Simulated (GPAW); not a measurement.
# SnSe2 (P-3m1) in GPAW: a series of runs

One crystal, SnSe2, is run at these levels: PBE, LDA, PBEsol; tasks: single point.

All numbers are computed with GPAW 26.7.0; they aren't measurements. Logs are shortened: lines on timing, memory, paths and dates and some standing lists are left out, and cuts for length are marked. The log counts tension as positive stress, the text compression.

## (1) The crystal as given

The structure is trigonal, space group P-3m1 (No. 164). The conventional cell has a = 3.811 Å, b = 3.811 Å, c = 6.136 Å, α = 90.00°, β = 90.00°, γ = 120.00°. Sn (site symmetry -3m) is surrounded by 6 Se at 2.68 Å. Se (site symmetry 3m) is surrounded by 3 Sn at 2.68 Å.

## (2) Single point, PBE

run.py reads:

```python
from ase import Atoms
from ase.dft.bandgap import bandgap
from ase.io import write
from ase.units import GPa
from gpaw import GPAW, PW

atoms = Atoms(['Sn', 'Se', 'Se'],
              cell=[[3.811, 0.0, 0.0],
                    [-1.9055, 3.3004228138, 0.0],
                    [0.0, 0.0, 6.136]],
              scaled_positions=[[0.0, 0.0, 0.0],
                                [0.6666666667, 0.3333333333, 0.751],
                                [0.3333333333, 0.6666666667, 0.249]],
              pbc=True)

calc = GPAW(mode=PW(450),
            xc='PBE',
            kpts={'size': (7, 7, 4), 'gamma': True},
            occupations={'name': 'fermi-dirac', 'width': 0.01},
            nbands=24,
            convergence={'density': 1e-05, 'energy': 1e-05},
            maxiter=150,
            txt='gpaw.txt')
atoms.calc = calc
energy = atoms.get_potential_energy()
forces = atoms.get_forces()
stress = atoms.get_stress()
calc.write('gs.gpw')
write('result.traj', atoms)
print(f'Energy: {energy:.6f} eV')
print('Forces (eV/A):')
print(forces.round(4))
print('Stress (GPa):', (stress / GPa).round(3))
print('Fermi level:', round(calc.get_fermi_level(), 4), 'eV')
print(f'Gap: {bandgap(calc)[0]:.4f} eV, direct: {bandgap(calc, direct=True)[0]:.4f} eV')
```

Potentials or basis: GPAW PAW data sets (gpaw-data 1.2.1), pw.

Started as:

```
OMP_NUM_THREADS=1 python run.py
```

gpaw.txt:

```text
__  _  _
 | _ |_)|_||  |
 |__||  | ||/\| - 26.7.0

Input parameters:
  mode=PW(ecut=450.00000000000006),
  convergence={'density': 1e-05, 'energy': 1e-05},
  kpts=MonkhorstPack(size=(7, 7, 4), gamma=True),
  maxiter=150,
  nbands=24,
  occupations=Occupations(name='fermi-dirac', width=0.01),
  xc=XC(name='PBE')

Diagonalizing LCAO Hamiltonian
Converting LCAO to pw mode

             Se

         Se

       Sn

Atoms  # Å, Bohr magnetons
|   | symbol |         x |        y |        z |    initial magnetic moments |
|---|--------|-----------|----------|----------|-----------------------------|
| 0 |     Sn |  0.000000 | 0.000000 | 0.000000 | ( 0.0000,  0.0000,  0.0000) |
| 1 |     Se |  1.905500 | 1.100141 | 4.608136 | ( 0.0000,  0.0000,  0.0000) |
| 2 |     Se | -0.000000 | 2.200282 | 1.527864 | ( 0.0000,  0.0000,  0.0000) |

Unit cell  # Å
| periodic |         x |        y |        z |  lengths |     angles |
|----------|-----------|----------|----------|----------|------------|
|      yes |  3.811000 | 0.000000 | 0.000000 | 3.811000 |  90.000000 |
|      yes | -1.905500 | 3.300423 | 0.000000 | 3.811000 |  90.000000 |
|      yes |  0.000000 | 0.000000 | 6.136000 | 6.136000 | 120.000000 |

Number of symmetries: 12
Symmetry operations  # r_c * U_cc + t_c -> r_c
|    | kind |            matrix            |
|----|------|------------------------------|
|  0 |  σ   |  1, 1, 0,  0,-1, 0,  0, 0, 1 |
|  1 |  S6  |  1, 1, 0, -1, 0, 0,  0, 0,-1 |
|  2 |  E   |  1, 0, 0,  0, 1, 0,  0, 0, 1 |
|  3 |  C2  |  1, 0, 0, -1,-1, 0,  0, 0,-1 |
|  4 |  C2  |  0, 1, 0,  1, 0, 0,  0, 0,-1 |
|  5 |  C3  |  0, 1, 0, -1,-1, 0,  0, 0, 1 |
|  6 |  S6  |  0,-1, 0,  1, 1, 0,  0, 0,-1 |
|  7 |  σ   |  0,-1, 0, -1, 0, 0,  0, 0, 1 |
|  8 |  σ   | -1, 0, 0,  1, 1, 0,  0, 0, 1 |
|  9 |  i   | -1, 0, 0,  0,-1, 0,  0, 0,-1 |
| 10 |  C3  | -1,-1, 0,  1, 0, 0,  0, 0, 1 |
| 11 |  C2  | -1,-1, 0,  0, 1, 0,  0, 0,-1 |

BZ-sampling:
  Number of BZ points: 196
  Number of IBZ points: 28

  Monkhorst-Pack size: [7, 7, 4]
  Monkhorst-Pack shift: [0.0, 0.0, 0.125]

K-points  # in reciprocal-cell coordinates
|     |                                coordinates |     weight |
|-----|--------------------------------------------|------------|
|   0 | (  0.00000000,   0.00000000,   0.00000000) | 0.00510204 |
|   1 | (  0.00000000,   0.00000000,   0.25000000) | 0.01020408 |
|   2 | (  0.00000000,   0.00000000,   0.50000000) | 0.00510204 |
|   3 | (  0.14285714,   0.00000000,  -0.25000000) | 0.03061224 |
|   4 | (  0.14285714,   0.00000000,   0.00000000) | 0.03061224 |
|   5 | (  0.14285714,   0.00000000,   0.25000000) | 0.03061224 |
|   6 | (  0.14285714,   0.00000000,   0.50000000) | 0.03061224 |
|   7 | (  0.28571429,  -0.14285714,   0.00000000) | 0.03061224 |
|   8 | (  0.28571429,  -0.14285714,   0.25000000) | 0.06122449 |
|   9 | (  0.28571429,  -0.14285714,   0.50000000) | 0.03061224 |
| ... |                                            |            |
|  27 | (  0.42857143,   0.42857143,   0.50000000) | 0.03061224 |

Plane wave coefficients: 1701
Cutoff: 450.00000000000006 eV

Spin-components: 1 (collinear spins)
Bands:           24
Projectors:      16
Spin-degeneracy: 2
Datatype:        complex128

Density:
  Valence electrons: 26.0
  Components: 1
  Grid points: [20 20 32]
  Charge: 0.0  # |e|

Potential:
  Grid points: [20 20 32]

species:
  Sn:
    name:    Tin
    Z:       50.0
    valence: 14
    core:    36
    charge:  0.0  # [|e|]
    compensation charges:
      type: gauss
      rc: 0.38  # [Å]
      lmax: 2
    cutoffs:
      filter: 2.23  # [Å]
      core: 2.35  # [Å]
    projectors
    | kind |    occ | energy [eV] | rcut [Å] |
    |------|--------|-------------|----------|
    |   5s |  2.000 |     -10.538 |    1.201 |
    |   5p |  2.000 |      -3.696 |    1.270 |
    |   4d | 10.000 |     -25.845 |    1.185 |
    |    s |        |      16.674 |    1.201 |
    |    p |        |      23.515 |    1.270 |
    |    d |        |       1.367 |    1.185 |

    Using partial waves for Sn as LCAO basis

  Se:
    name:    Selenium
    Z:       34.0
    valence: 6
    core:    28
    charge:  0.0  # [|e|]
    compensation charges:
      type: gauss
      rc: 0.27  # [Å]
      lmax: 2
    cutoffs:
      filter: 1.77  # [Å]
      core: 2.67  # [Å]
    projectors
    | kind |    occ | energy [eV] | rcut [Å] |
    |------|--------|-------------|----------|
    |   4s |  2.000 |     -17.277 |    0.847 |
    |   4p |  4.000 |      -6.512 |    1.005 |
    |    s |        |       9.935 |    0.847 |
    |    p |        |      20.699 |    1.005 |
    |    d |        |       0.000 |    0.847 |

    Using partial waves for Se as LCAO basis

Reference energy: -300217.757568  # eV

eigensolver:
  PPCG
  Converge bands: occupied
  niter=2

density mixing:
  MSR1-Mixer
  Pratt-step length: 0.05
  Maximum mixing coefficient: 0.75
  Old densities: 10
  SVD Regularization: 0.005
  Good broyden scale: 1.0
  Trust region scale: 1.0
  Backstep threshold: 4.0
  History deletion threshold: 6.0
  Fourier metric: weight=20.0, sigma=0.015

occupation numbers:
  Fermi-Dirac:
    width: 0.0100  # eV

poisson solver:
  ecut: 3600.0000000000005  # eV

xc functional:
  name: PBE with 2 nearest neighbor stencil

convergence criteria:
- Maximum integral of absolute [dens]ity change: 1e-05 electrons / valence electron
- Maximum [total energy] change in last 3 cyles: 1e-05 eV / valence electron
- Maximum integral of absolute [eigenst]ate change: 4e-08 eV^2 / valence electron
maximum number of iterations: 150

SCF iterations
|iter     | |      energy | eigst |  dens |
|---------|-|-------------|-------|-------|
|iter:   1| |  -12.149019 | -0.03 |       |
|iter:   2| |  -12.097055 | -2.25 | -1.22 |
|iter:   3| |  -11.919912 | -2.04 | -1.26 |
|iter:   4| |  -11.914834 | -2.81 | -1.77 |
|iter:   5| |  -11.914815 | -4.22 | -2.35 |
|iter:   6| |  -11.914791c| -4.63 | -2.62 |
|iter:   7| |  -11.914809c| -5.94 | -3.40 |
|iter:   8| |  -11.914811c| -6.92 | -3.96 |
|iter:   9| |  -11.914811c| -7.51c| -4.78 |
|iter:  10| |  -11.914811c| -8.10c| -5.53c|

Converged in 10 steps
Energy contributions relative to reference atoms: (reference = -300217.757568)

Energy contributions:
  Kinetic:          31.016692
  Coulomb:         -27.791625
  Zero:             -0.134991
  External:          0.000000
  Xc:              -15.004887
  Entropy:          -0.000000
  Spinorbit:         0.000000
  ----------------------------
  Free energy:     -11.914811
  Extrapolated:    -11.914811

dipole moment: (-6.350469, -10.999335, -20.449477)  # |e|*Ang

Fermi level: 5.607
Eigenvalues  # (at kpt = [0.000, 0.000, 0.000])
| band index |      eig [eV] | occ [0-2] |
|------------|---------------|-----------|
|          0 |       -16.123 |     2.000 |
|        ... |               |           |
|          5 |        -8.851 |     2.000 |
|          6 |        -7.074 |     2.000 |
|          7 |        -0.907 |     2.000 |
|          8 |         4.433 |     2.000 |
|          9 |         4.433 |     2.000 |
|         10 |         4.744 |     2.000 |
|         11 |         4.744 |     2.000 |
|         12 |         5.134 |     2.000 |
|         13 |         6.239 |     0.000 |
|         14 |         8.083 |     0.000 |
|         15 |         9.778 |     0.000 |
|         16 |         9.778 |     0.000 |
|         17 |        13.283 |     0.000 |
|         18 |        14.091 |     0.000 |
|         19 |        14.091 |     0.000 |
|         20 |        14.781 |     0.000 |
|        ... |               |           |
|         23 |        15.932 |     0.000 |

Gap: 0.817 eV
Transition (v -> c):
  (s=0, k=0, n=12, [0.00, 0.00, 0.00]) -> (s=0, k=18, n=13, [0.43, 0.00, -0.25])
Direct/indirect transitions are different
Direct gap: 1.105 eV
Transition at: (s=0, k=0, n=12, [0.00, 0.00, 0.00])

Forces  # eV/Ang
|        x |        y |        z |
|----------|----------|----------|
| -0.00000 | -0.00000 |  0.00000 |  # Sn   0
|  0.00000 | -0.00000 | -0.76119 |  # Se   1
|  0.00000 |  0.00000 |  0.76119 |  # Se   2

Stress tensor  # eV/Ang^3
|         x |         y |         z |
|-----------|-----------|-----------|
| -0.025675 |  0.000000 |  0.000000 |
|  0.000000 | -0.025675 | -0.000000 |
|  0.000000 | -0.000000 | -0.035099 |

# Writing to gs.gpw (mode='')
```

Wall time 15 s (1 thread of Arm Neoverse V2, shared host); peak memory 0.16 GiB.

What came out:

```
Free energy            : -11.9148 eV
Pressure               : 4.6 GPa
Largest force          : 0.761 eV/Å
Band gap on the k mesh : 0.82 eV, indirect (least direct gap 1.11 eV)
```

Forces in eV/Å, atoms in the order of the input:
```
Sn   0.000  0.000  0.000
Se   0.000  0.000 -0.761
Se   0.000  0.000  0.761
```

Caveat: the cutoff is short for stress and forces, so pressures can be off by a GPa or more; spin-orbit coupling is left out, which moves the levels of the heavy elements; an odd mesh through Γ misses points on the zone boundary, where band edges often lie; this functional lacks dispersion, which binds the layers, so the pressure and a relaxed spacing across them are unreliable.

## (3) Single point, LDA (volume scaled by 1.08)

run.py reads:

```python
from ase.dft.bandgap import bandgap
from ase.io import read, write
from ase.units import GPa
from gpaw import GPAW, PW

atoms = read('SnSe2.cif')

calc = GPAW(mode=PW(400),
            xc='LDA',
            kpts={'size': (6, 6, 4), 'gamma': True},
            occupations={'name': 'fermi-dirac', 'width': 0.05},
            nbands=24,
            convergence={'density': 1e-05, 'energy': 1e-05},
            maxiter=80,
            txt='gpaw.txt')
atoms.calc = calc
energy = atoms.get_potential_energy()
forces = atoms.get_forces()
stress = atoms.get_stress()
calc.write('gs.gpw')
write('result.traj', atoms)
print(f'Energy: {energy:.6f} eV')
print('Forces (eV/A):')
print(forces.round(4))
print('Stress (GPa):', (stress / GPa).round(3))
print('Fermi level:', round(calc.get_fermi_level(), 4), 'eV')
print(f'Gap: {bandgap(calc)[0]:.4f} eV, direct: {bandgap(calc, direct=True)[0]:.4f} eV')
```

SnSe2.cif reads:

```cif
data_SnSe2
_cell_length_a 3.91003100
_cell_length_b 3.91003100
_cell_length_c 6.29544745
_cell_angle_alpha 90.00000000
_cell_angle_beta 90.00000000
_cell_angle_gamma 120.00000000
_space_group_name_H-M_alt 'P1'
_space_group_name_Hall 'P 1'
_space_group_IT_number 1
loop_
_space_group_symop_operation_xyz
'x,y,z'
loop_
_atom_site_label
_atom_site_type_symbol
_atom_site_symmetry_multiplicity
_atom_site_Wyckoff_symbol
_atom_site_fract_x
_atom_site_fract_y
_atom_site_fract_z
_atom_site_occupancy
Sn1 Sn 1 a 0.0000000000 0.0000000000 0.0000000000 1
Se1 Se 1 a 0.6666666667 0.3333333333 0.7510000000 1
Se2 Se 1 a 0.3333333333 0.6666666667 0.2490000000 1
```

Potentials or basis: the program's PAW data sets (release 1.2.1) made for this functional, pw.

Started as:

```
OMP_NUM_THREADS=1 python run.py
```

It took 12 s on 1 thread of Arm Neoverse V2, shared host; peak memory 0.15 GiB.

The run converged, but some of its settings lie outside the range that counts as converged, so its numbers aren't taken as properties of the crystal.

Results:

```yaml
Free_energy: -13.7678 eV
Pressure: -5.5 GPa
Largest_force: 0.210 eV/Å
Band_gap_on_the_k_mesh: 0.60 eV, direct
```

Caveat: the cutoff is short for stress and forces, so pressures can be off by a GPa or more; spin-orbit coupling is left out, which moves the levels of the heavy elements.

## (4) Single point, PBE

Edit run.py of step 3 so:

```diff
@@ -5,7 +5,7 @@
 
-atoms = read('SnSe2.cif')
+atoms = read('POSCAR')
 
 calc = GPAW(mode=PW(400),
-            xc='LDA',
-            kpts={'size': (6, 6, 4), 'gamma': True},
+            xc='PBE',
+            kpts={'size': (7, 7, 4), 'gamma': True},
             occupations={'name': 'fermi-dirac', 'width': 0.05},
```

POSCAR reads:

```
SnSe2
1.0
    3.8110000000      0.0000000000      0.0000000000
   -1.9055000000      3.3004228138      0.0000000000
    0.0000000000      0.0000000000      6.1360000000
Sn Se
1 2
Direct
    0.0000000000      0.0000000000      0.0000000000
    0.6666666667      0.3333333333      0.7510000000
    0.3333333333      0.6666666667      0.2490000000
```

Potentials or basis: GPAW PAW data sets (gpaw-data 1.2.1), pw.

Started as:

```
OMP_NUM_THREADS=1 python run.py
```

It took 15 s on 1 thread of Arm Neoverse V2, shared host; peak memory 0.15 GiB.

These settings aren't checked as converged: the numbers below hold their error.

What came out:

```yaml
Free_energy: -11.8178 eV
Pressure: 3.8 GPa
Largest_force: 0.761 eV/Å
Band_gap_on_the_k_mesh: 0.82 eV, indirect (least direct gap 1.10 eV)
```

Caveat: the cutoff is short for stress and forces, so pressures can be off by a GPa or more; spin-orbit coupling is left out, which moves the levels of the heavy elements; an odd mesh through Γ misses points on the zone boundary, where band edges often lie; this functional lacks dispersion, which binds the layers, so the pressure and a relaxed spacing across them are unreliable.

## (5) Single point, PBEsol (volume scaled by 0.92)

Edit run.py of step 4 so:

```diff
@@ -1,10 +1,20 @@
+from ase import Atoms
 from ase.dft.bandgap import bandgap
-from ase.io import read, write
+from ase.io import write
 from ase.units import GPa
-from gpaw import GPAW, PW
+from gpaw import GPAW, PW, setup_paths
 
-atoms = read('POSCAR')
+setup_paths.insert(0, '.')
+
+atoms = Atoms(['Sn', 'Se', 'Se'],
+              cell=[[3.7065360167, 0.0, 0.0],
+                    [-1.8532680084, 3.2099543505, 0.0],
+                    [0.0, 0.0, 5.9678050377]],
+              scaled_positions=[[0.0, 0.0, 0.0],
+                                [0.6666666667, 0.3333333333, 0.751],
+                                [0.3333333333, 0.6666666667, 0.249]],
+              pbc=True)
 
 calc = GPAW(mode=PW(400),
-            xc='PBE',
+            xc='PBEsol',
             kpts={'size': (7, 7, 4), 'gamma': True},
```

Potentials or basis: PAW data sets generated in the run's folder for this functional, pw.

Started as:

```
gpaw-setup -f PBEsol Se Sn
OMP_NUM_THREADS=1 python run.py
```

Run time: 40 s. Hardware: 1 thread of Intel Xeon Platinum 8259CL at 2.50GHz (Skylake/Cascade Lake), shared host; peak memory 0.16 GiB.

These settings aren't checked as converged: the numbers below hold their error.

What came out:

```yaml
Free_energy: -12.7766 eV
Pressure: 8.3 GPa
Largest_force: 1.512 eV/Å
Band_gap_on_the_k_mesh: 0.79 eV, indirect (least direct gap 1.38 eV)
```

Caveat: the cutoff is short for stress and forces, so pressures can be off by a GPa or more; spin-orbit coupling is left out, which moves the levels of the heavy elements; an odd mesh through Γ misses points on the zone boundary, where band edges often lie; this functional lacks dispersion, which binds the layers, so the pressure and a relaxed spacing across them are unreliable.
